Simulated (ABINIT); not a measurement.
The system is HfO2.

```
Hf O
1.0
     0.00000    2.55750    2.55750
     2.55750    0.00000    2.55750
     2.55750    2.55750    0.00000
Hf O
1 2
Direct
  0.00000 0.00000 0.00000
  0.75000 0.75000 0.75000
  0.25000 0.25000 0.25000
```

Measurements of this composition are mostly on another form, of space group No. 14.

```yaml
Program: ABINIT 10.8.3 (patched build)
Task: relaxation of cell and atoms
Functional: LDA
Potentials_or_basis: PseudoDojo NC SR LDA v0.4.1 standard
Cutoff: 1143 eV
k_mesh: 7 × 7 × 7
Occupations: fermi-dirac, width 0.05 eV
Spin: no spin polarisation
```

At the start: pressure -22.0 GPa; volume 11.15 Å³/atom.

Problem. How do energy, volume and symmetry change on relaxing?

Solution. Over 5 steps the energy falls by 72.1 meV/atom and the volume is 10.18 Å³/atom (-8.7 %); space group Fm-3m (No. 225, to 0.05 Å).

The path:
```
step  energy change (eV)  largest force (eV/Å)  pressure (GPa)  volume (Å³)
   1              0.0000                0.0000          -21.97        33.46
   2             -0.2016                0.0000           -6.44        31.26
   3             -0.2160                0.0000            0.87        30.45
   4             -0.2163                0.0000           -0.03        30.55
   5             -0.2163                0.0000            0.00        30.54
```

Final structure:
```cif
data_structure
_symmetry_space_group_name_H-M 'P 1'
_symmetry_Int_Tables_number 1
_cell_length_a 3.5087
_cell_length_b 3.5087
_cell_length_c 3.5087
_cell_angle_alpha 60.000
_cell_angle_beta 60.000
_cell_angle_gamma 60.000
_cell_volume 30.54
loop_
_atom_site_label
_atom_site_type_symbol
_atom_site_fract_x
_atom_site_fract_y
_atom_site_fract_z
_atom_site_occupancy
Hf1 Hf 0.00000 0.00000 0.00000 1
O1 O 0.75000 0.75000 0.75000 1
O2 O 0.25000 0.25000 0.25000 1
```
